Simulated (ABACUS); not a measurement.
# ZnS (Wurtzite-2H) (P6_3mc) in ABACUS: equation of state

Aim: energy against volume of ZnS (Wurtzite-2H) in PBEsol, for its equilibrium volume and stiffness.

Everything below comes from runs of ABACUS 3.10.1. Logs are shortened: lines on timing, memory, paths and dates and some standing lists are left out, and cuts for length are marked.

### Step 1. The structure

Symmetry: P6_3mc, No. 186, hexagonal system. The conventional cell has a = 3.811 Å, b = 3.811 Å, c = 6.234 Å, α = 90.00°, β = 90.00°, γ = 120.00°. Zn (site symmetry 3m) is surrounded by 4 S at 2.31 to 2.40 Å. S (site symmetry 3m) is surrounded by 4 Zn at 2.31 to 2.40 Å.

### Step 2. Equation of state, PBEsol, 18.43 Å³/atom (volume scaled by 0.94)

The input, INPUT:

```
INPUT_PARAMETERS
suffix              ZnS
calculation         scf
basis_type          pw
pseudo_dir          ./
symmetry            1
dft_functional      pbesol
ecutwfc             84
pseudo_rcut         7
nspin               1
nbands              32
ks_solver           dav
smearing_method     fd
smearing_sigma      0.00367493
scf_thr             1e-08
scf_nmax            100
mixing_type         broyden
mixing_beta         0.7
cal_force           1
cal_stress          1
kpar                4
```

The input, STRU:

```
ATOMIC_SPECIES
Zn 65.3800 Zn.upf
S 32.0600 S.upf

LATTICE_CONSTANT
1.8897261246

LATTICE_VECTORS
3.7332026603 0.0000000000 0.0000000000
-1.8666013302 3.2330483413 0.0000000000
0.0000000000 0.0000000000 6.1067398017

ATOMIC_POSITIONS
Direct

Zn
0.0
2
0.6666666667 0.3333333333 0.5000000000 1 1 1
0.3333333333 0.6666666667 0.0000000000 1 1 1

S
0.0
2
0.6666666667 0.3333333333 0.8850000000 1 1 1
0.3333333333 0.6666666667 0.3850000000 1 1 1
```

The input, KPT:

```
K_POINTS
0
Gamma
8 8 5 0 0 0
```

Potentials or basis: PseudoDojo NC SR 0.4.1 PBEsol standard, plane waves.

Run with:

```console
$ OMP_NUM_THREADS=1 mpirun -np 4 abacus > log
```

running log:

```text
ABACUS v3.10.1

               Atomic-orbital Based Ab-initio Computation at UStc

 ------------------------------------------------------------------------------------

 READING GENERAL INFORMATION
                           global_out_dir = OUT.ZnS/
                           global_in_card = INPUT
                               pseudo_dir = ./
                              orbital_dir =
                                    DSIZE = 4
                                    GSIZE = 1

 READING UNITCELL INFORMATION
                                    ntype = 2
                  lattice constant (Bohr) = 1.88973
              lattice constant (Angstrom) = 1

 READING ATOM TYPE 1
                               atom label = Zn
                      L=0, number of zeta = 1
                      L=1, number of zeta = 1
                      L=2, number of zeta = 1
             number of atom for this type = 2

 READING ATOM TYPE 2
                               atom label = S
                      L=0, number of zeta = 1
                      L=1, number of zeta = 1
                      L=2, number of zeta = 1
             number of atom for this type = 2

                        TOTAL ATOM NUMBER = 4
DIRECT COORDINATES
    atom                   x                   y                   z     mag                  vx                  vy                  vz
taud_Zn1            0.6666666667        0.3333333333        0.5000000000  0.0000        0.0000000000        0.0000000000        0.0000000000
taud_Zn2            0.3333333333        0.6666666667        0.0000000000  0.0000        0.0000000000        0.0000000000        0.0000000000
taud_S1            0.6666666667        0.3333333333        0.8850000000  0.0000        0.0000000000        0.0000000000        0.0000000000
taud_S2            0.3333333333        0.6666666667        0.3850000000  0.0000        0.0000000000        0.0000000000        0.0000000000

                          Volume (Bohr^3) = 497.393
                             Volume (A^3) = 73.706

 Lattice vectors: (Cartesian coordinate: in unit of a_0)
              +3.7332                  +0                  +0
              -1.8666            +3.23305                  +0
                   +0                  +0            +6.10674
 Reciprocal vectors: (Cartesian coordinate: in unit of 2 pi/a_0)
            +0.267867           +0.154653                  -0
                   -0           +0.309306                  -0
                   +0                  -0           +0.163753
 The esolver type has been set to : ksdft_pw

                PAO radial cut off (Bohr) = 7

 Read in pseudopotential file is Zn.upf
                     pseudopotential type = NC
          exchange-correlation functional = PBESOL
                 nonlocal core correction = 1
                        valence electrons = 20
                                     lmax = 2
                           number of zeta = 4
                     number of projectors = 6
                           L of projector = 0
[... 5 lines left out ...]
                PAO radial cut off (Bohr) = 7

 Read in pseudopotential file is S.upf
                     pseudopotential type = NC
          exchange-correlation functional = PBESOL
                 nonlocal core correction = 1
                        valence electrons = 6
                                     lmax = 2
                           number of zeta = 2
                     number of projectors = 6
                           L of projector = 0
                           L of projector = 0
                           L of projector = 1
                           L of projector = 1
                           L of projector = 2
                           L of projector = 2
     initial pseudo atomic orbital number = 28

 SETUP THE ELECTRONS NUMBER
            electron number of element Zn = 20
      total electron number of element Zn = 40
             electron number of element S = 6
       total electron number of element S = 12
            AUTOSET number of electrons:  = 52
                           occupied bands = 26
                                   NBANDS = 32
                                   NLOCAL = 36

%%%%%%%%%%%%%%%%%%%%%%%%%%%%%%%%%%%%%%%%%%%%%%%%%%%%%%%%%%%%%%%%%%%%%%%%%%%%%%%%%%%%%%%%%%%%%%%%%%%%%%%%%%
 Warning: the number of valence electrons in pseudopotential > 12 for Zn: [Ar] 3d10 4s2
 Pseudopotentials with additional electrons can yield (more) accurate outcomes, but may be less efficient.
 If you're confident that your chosen pseudopotential is appropriate, you can safely ignore this warning.
%%%%%%%%%%%%%%%%%%%%%%%%%%%%%%%%%%%%%%%%%%%%%%%%%%%%%%%%%%%%%%%%%%%%%%%%%%%%%%%%%%%%%%%%%%%%%%%%%%%%%%%%%%

 SETUP THE PLANE WAVE BASIS
 energy cutoff for charge/potential (unit:Ry) = 336
            fft grid for charge/potential = [ 45, 45, 72 ]
                        fft grid division = [ 1, 1, 1 ]
        big fft grid for charge/potential = [ 45, 45, 72 ]
                                     nbxx = 145800
                                     nrxx = 145800

 SETUP PLANE WAVES FOR CHARGE/POTENTIAL
                    number of plane waves = 51745
                         number of sticks = 1159

 PARALLEL PW FOR CHARGE/POTENTIAL
     PROC   COLUMNS(POT)             PW
[... 70 lines left out ...]
(for k-lattice: )
                             BRAVAIS TYPE = 4
                     BRAVAIS LATTICE NAME = 04. Hexagonal cell
                                    ibrav = 4
                       right hand lattice = 1
                        ROTATION MATRICES = 24
                               nkstot_ibz = 30
K-POINTS REDUCTION ACCORDING TO SYMMETRY
     IBZ    DIRECT_X    DIRECT_Y    DIRECT_Z  WEIGHT  ibz2bz
       1  0.00000000  0.00000000  0.00000000  0.0031       0
       2 -0.12500000  0.12500000  0.00000000  0.0187       1
       3 -0.25000000  0.25000000  0.00000000  0.0187       2
       4 -0.37500000  0.37500000  0.00000000  0.0187       3
       5  0.50000000  0.50000000  0.00000000  0.0094       4
       6 -0.12500000  0.25000000  0.00000000  0.0187       9
[... 22 lines left out ...]
      29  0.50000000  0.25000000  0.40000000  0.0375     146
      30  0.37500000  0.37500000  0.40000000  0.0375     147

                               nkstot now = 30
[... K-POINTS DIRECT COORDINATES: 30 rows ...]

           k-point number in this process = 8
       minimum distributed K point number = 7
[... stars of the k points ...]

[... K-POINTS CARTESIAN COORDINATES: 8 rows ...]

[... K-POINTS DIRECT COORDINATES: 8 rows ...]

 SETUP PLANE WAVES FOR WAVE FUNCTIONS
     energy cutoff for wavefunc (unit:Ry) = 84
              fft grid for wave functions = [ 45, 45, 72 ]
                    number of plane waves = 8593
                         number of sticks = 349

 PARALLEL PW FOR WAVE FUNCTIONS
     PROC   COLUMNS(POT)             PW
        1            349           8593
 --------------- sum -------------------
        1            349           8593

 SETUP NONLOCAL PSEUDOPOTENTIALS IN PLANE WAVE BASIS
 Zn non-local projectors:
 projector 1 L=0
 projector 2 L=0
 projector 3 L=1
 projector 4 L=1
 projector 5 L=2
 projector 6 L=2
 S non-local projectors:
 projector 1 L=0
 projector 2 L=0
 projector 3 L=1
 projector 4 L=1
 projector 5 L=2
 projector 6 L=2
      TOTAL NUMBER OF NONLOCAL PROJECTORS = 72

 Init Non-Local PseudoPotential table :
 Init Non-Local-Pseudopotential done.

                                     npwx = 6498

 Make real space PAO into reciprocal space.
       max mesh points in Pseudopotential = 701
     dq(describe PAO in reciprocal space) = 0.01
                                    max q = 1104

 number of pseudo atomic orbitals for Zn is 4
WARNING: norm of atomic wavefunction # 3 of atomic type Zn is 0.999997, renormalized
WARNING: norm of atomic wavefunction # 4 of atomic type Zn is 0.998493, renormalized

 number of pseudo atomic orbitals for S is 2
WARNING: norm of atomic wavefunction # 1 of atomic type S is 0.999996, renormalized
WARNING: norm of atomic wavefunction # 2 of atomic type S is 0.999702, renormalized

 -------------------------------------------
 SELF-CONSISTENT
 -------------------------------------------
                                 init_chg = atomic

 PW ALGORITHM --------------- ION=   1  ELEC=   1--------------------------------

 Notice: Threshold on eigenvalues was too large.
 hsover_error=0.52 > DRHO=0.185742
 Origin diag ethr = 0.01
 New diag ethr = 0.000357196

 Density error is 0.192403405774
                          Error Threshold = 0.000357195933932
----------------------------------------------------------
     Energy           Rydberg                 eV
----------------------------------------------------------
 E_KohnSham     -879.9060605558      -11971.7361282923
 E_Harris       -888.5260949493      -12089.0177129999
 E_Fermi        0.6665799603         9.0692856329
----------------------------------------------------------
[... 63 lines left out ...]
 Density error is 4.71766062649e-09
                          Error Threshold = 1.73739067991e-10
----------------------------------------------------------
     Energy           Rydberg                 eV
----------------------------------------------------------
 E_KohnSham     -879.9698890065      -11972.6045589156
 E_KS(sigma->0) -879.9698890065      -11972.6045589156
 E_Harris       -879.9690069698      -11972.5925581915
 E_band         -90.2946205701       -1228.5213385017
 E_one_elec     -702.0163087766      -9551.4218882895
 E_Hartree      362.3783487440       4930.4103747493
 E_xc           -101.7639858032      -1384.5700581146
 E_Ewald        -438.5679431706      -5967.0229872608
 E_entropy(-TS) -0.0000000000        -0.0000000000
 E_descf        0.0000000000         0.0000000000
 E_exx          0.0000000000         0.0000000000
 E_Fermi        0.6806153886         9.2602474321
----------------------------------------------------------

 charge density convergence is achieved
 final etot is -11972.604559 eV
 EFERMI = 9.2602474321 eV

 STATE ENERGY(eV) AND OCCUPATIONS    NSPIN == 1
 1/8 kpoint (Cartesian) = 0.0000 0.0000 0.0000 (6483 pws)
       1       -116.547     0.00625000
       2       -116.547     0.00625000
       3       -70.8748     0.00625000
       4       -70.8748     0.00625000
       5       -70.8748     0.00625000
       6       -70.8748     0.00625000
[... 194 lines left out ...]
      31        15.2300    5.26781e-54
      32        15.4974    2.50287e-56

[... levels at 2 further k points ...]

------------------------------------------------------------------------------------------
 TOTAL-FORCE (eV/Angstrom)
------------------------------------------------------------------------------------------
                       Zn1         0.0000000000         0.0000000000         0.3858036083
                       Zn2         0.0000000000         0.0000000000         0.3858036083
                        S1         0.0000000000         0.0000000000        -0.3858036083
                        S2         0.0000000000         0.0000000000        -0.3858036083
------------------------------------------------------------------------------------------

----------------------------------------------------------------
 TOTAL-STRESS (KBAR)
----------------------------------------------------------------
        47.4823059188         0.0000000007         0.0000000000
         0.0000000007        47.4823059186         0.0000000000
         0.0000000000         0.0000000000        19.3139239773
----------------------------------------------------------------
 TOTAL-PRESSURE: 38.092845 KBAR

 --------------------------------------------
 !FINAL_ETOT_IS -11972.6045589155801281 eV
 --------------------------------------------
```

Run time: 16 s. Hardware: 4 MPI ranks of AMD EPYC 9R45 (Zen 5), shared host; peak memory 0.64 GiB.

Results:

* Free energy: -11972.6046 eV
* Pressure: 3.8 GPa
* Largest force: 0.386 eV/Å
* Band gap on the k mesh: 2.40 eV, direct

### Step 3. Equation of state, PBEsol, 18.82 Å³/atom (volume scaled by 0.96)

INPUT is that of step 2.

Changes to STRU since step 2:

```diff
@@ -8,5 +8,5 @@
 LATTICE_VECTORS
-3.7332026603 0.0000000000 0.0000000000
--1.8666013302 3.2330483413 0.0000000000
-0.0000000000 0.0000000000 6.1067398017
+3.7594936861 0.0000000000 0.0000000000
+-1.8797468431 3.2558170375 0.0000000000
+0.0000000000 0.0000000000 6.1497464286
```

KPT is that of step 2.

Potentials or basis: PseudoDojo NC SR 0.4.1 PBEsol standard, plane waves.

Run with:

```console
$ OMP_NUM_THREADS=1 mpirun -np 4 abacus > log
```

Wall time 16 s (4 MPI ranks of AMD EPYC 9R45 (Zen 5), shared host); peak memory 0.68 GiB.

The run converged. Its results:

```
Free energy            : -11972.6322 eV
Pressure               : 1.9 GPa
Largest force          : 0.357 eV/Å
Band gap on the k mesh : 2.30 eV, direct
```

### Step 4. Equation of state, PBEsol, 19.21 Å³/atom (volume scaled by 0.98)

INPUT is that of step 3.

Changes to STRU since step 3:

```diff
@@ -8,5 +8,5 @@
 LATTICE_VECTORS
-3.7594936861 0.0000000000 0.0000000000
--1.8797468431 3.2558170375 0.0000000000
-0.0000000000 0.0000000000 6.1497464286
+3.7854220481 0.0000000000 0.0000000000
+-1.8927110241 3.2782716577 0.0000000000
+0.0000000000 0.0000000000 6.1921598132
```

KPT is that of step 3.

Run with:

```console
$ OMP_NUM_THREADS=1 mpirun -np 4 abacus > log
```

Run time: 17 s. Hardware: 4 MPI ranks of AMD EPYC 9R45 (Zen 5), shared host; peak memory 0.68 GiB.

It converged, with:

```yaml
Free_energy: -11972.6423 eV
Pressure: 0.2 GPa
Largest_force: 0.331 eV/Å
Band_gap_on_the_k_mesh: 2.21 eV, direct
```

### Step 5. Equation of state, PBEsol, 19.60 Å³/atom

INPUT is that of step 4.

Changes to STRU since step 4:

```diff
@@ -8,5 +8,5 @@
 LATTICE_VECTORS
-3.7854220481 0.0000000000 0.0000000000
--1.8927110241 3.2782716577 0.0000000000
-0.0000000000 0.0000000000 6.1921598132
+3.8110000000 0.0000000000 0.0000000000
+-1.9055000000 3.3004228138 0.0000000000
+0.0000000000 0.0000000000 6.2340000000
```

KPT is that of step 4.

Run with:

```console
$ OMP_NUM_THREADS=1 mpirun -np 4 abacus > log
```

Wall time 16 s (4 MPI ranks of AMD EPYC 9R45 (Zen 5), shared host); peak memory 0.68 GiB.

Results (log left out):

- Free energy: -11972.6364 eV
- Pressure: -1.3 GPa
- Largest force: 0.306 eV/Å
- Band gap on the k mesh: 2.11 eV, direct

### Step 6. Equation of state, PBEsol, 19.99 Å³/atom (volume scaled by 1.02)

INPUT is that of step 5.

Changes to STRU since step 5:

```diff
@@ -8,5 +8,5 @@
 LATTICE_VECTORS
-3.8110000000 0.0000000000 0.0000000000
--1.9055000000 3.3004228138 0.0000000000
-0.0000000000 0.0000000000 6.2340000000
+3.8362391461 0.0000000000 0.0000000000
+-1.9181195731 3.3222805555 0.0000000000
+0.0000000000 0.0000000000 6.2752859714
```

KPT is that of step 5.

Potentials or basis: PseudoDojo NC SR 0.4.1 PBEsol standard, plane waves.

Run with:

```console
$ OMP_NUM_THREADS=1 mpirun -np 4 abacus > log
```

running log:

```text
ABACUS v3.10.1

               Atomic-orbital Based Ab-initio Computation at UStc

 ------------------------------------------------------------------------------------

 READING GENERAL INFORMATION
                           global_out_dir = OUT.ZnS/
                           global_in_card = INPUT
                               pseudo_dir = ./
                              orbital_dir =
                                    DSIZE = 4
                                    GSIZE = 1

 READING UNITCELL INFORMATION
                                    ntype = 2
                  lattice constant (Bohr) = 1.88973
              lattice constant (Angstrom) = 1

 READING ATOM TYPE 1
                               atom label = Zn
                      L=0, number of zeta = 1
[... 376 lines left out ...]
       4       -71.8743     0.00625000
       5       -71.8742     0.00625000
       6       -71.8742     0.00625000
[... 194 lines left out ...]
      31        13.9921    2.63596e-53
      32        14.2335    2.10625e-55

[... levels at 2 further k points ...]

------------------------------------------------------------------------------------------
 TOTAL-FORCE (eV/Angstrom)
------------------------------------------------------------------------------------------
                       Zn1         0.0000000000         0.0000000000         0.2825756892
                       Zn2         0.0000000000         0.0000000000         0.2825756892
                        S1         0.0000000000         0.0000000000        -0.2825756892
                        S2         0.0000000000         0.0000000000        -0.2825756892
------------------------------------------------------------------------------------------

----------------------------------------------------------------
 TOTAL-STRESS (KBAR)
----------------------------------------------------------------
       -22.0528313191        -0.0000000003         0.0000000000
        -0.0000000003       -22.0528313193         0.0000000000
         0.0000000000         0.0000000000       -37.4606151537
----------------------------------------------------------------
 TOTAL-PRESSURE: -27.188759 KBAR

 --------------------------------------------
 !FINAL_ETOT_IS -11972.6164853336777014 eV
 --------------------------------------------
```

Wall time 16 s (4 MPI ranks of AMD EPYC 9R45 (Zen 5), shared host); peak memory 0.72 GiB.

What came out:

```yaml
Free_energy: -11972.6165 eV
Pressure: -2.7 GPa
Largest_force: 0.283 eV/Å
Band_gap_on_the_k_mesh: 2.02 eV, direct
```

### Step 7. Equation of state, PBEsol, 20.39 Å³/atom (volume scaled by 1.04)

INPUT is that of step 6.

Changes to STRU since step 6:

```diff
@@ -8,5 +8,5 @@
 LATTICE_VECTORS
-3.8362391461 0.0000000000 0.0000000000
--1.9181195731 3.3222805555 0.0000000000
-0.0000000000 0.0000000000 6.2752859714
+3.8611504880 0.0000000000 0.0000000000
+-1.9305752440 3.3438544104 0.0000000000
+0.0000000000 0.0000000000 6.3160357234
```

KPT is that of step 6.

Run with:

```console
$ OMP_NUM_THREADS=1 mpirun -np 4 abacus > log
```

Wall time 19 s (4 MPI ranks of AMD EPYC 9R45 (Zen 5), shared host); peak memory 0.68 GiB.

Results (log left out):

* Free energy: -11972.5839 eV
* Pressure: -3.9 GPa
* Largest force: 0.262 eV/Å
* Band gap on the k mesh: 1.93 eV, direct

### Step 8. Equation of state, PBEsol, 20.78 Å³/atom (volume scaled by 1.06)

INPUT is that of step 7.

Changes to STRU since step 7:

```diff
@@ -8,5 +8,5 @@
 LATTICE_VECTORS
-3.8611504880 0.0000000000 0.0000000000
--1.9305752440 3.3438544104 0.0000000000
-0.0000000000 0.0000000000 6.3160357234
+3.8857444663 0.0000000000 0.0000000000
+-1.9428722331 3.3651534204 0.0000000000
+0.0000000000 0.0000000000 6.3562663350
```

KPT is that of step 7.

Run with:

```console
$ OMP_NUM_THREADS=1 mpirun -np 4 abacus > log
```

It took 20 s on 4 MPI ranks of AMD EPYC 9R45 (Zen 5), shared host; peak memory 0.72 GiB.

The run converged. Its results:

```yaml
Free_energy: -11972.5399 eV
Pressure: -5.0 GPa
Largest_force: 0.242 eV/Å
Band_gap_on_the_k_mesh: 1.85 eV, direct
```

### Step 9. Equation of state, PBEsol

Potentials or basis: PseudoDojo NC SR 0.4.1 PBEsol standard, plane waves.

No new run: the results of the series are fitted here.

Results:

```yaml
Equilibrium_volume: 19.26 Å³/atom
Bulk_modulus_at_fixed_shape_and_positions: 78 GPa
Pressure_derivative_of_the_bulk_modulus: 4.5
```

Energy against volume, from the lowest point:
| volume (Å³/atom) | energy (meV/atom) |
| --- | --- |
| 18.427 | 9.42 |
| 18.819 | 2.50 |
| 19.211 | 0.00 |
| 19.603 | 1.45 |
| 19.995 | 6.44 |
| 20.387 | 14.60 |
| 20.779 | 25.59 |

Caveat: the cell was scaled at fixed shape and fractional positions, which overstates the stiffness of a crystal with free parameters, most of all of layers and chains.
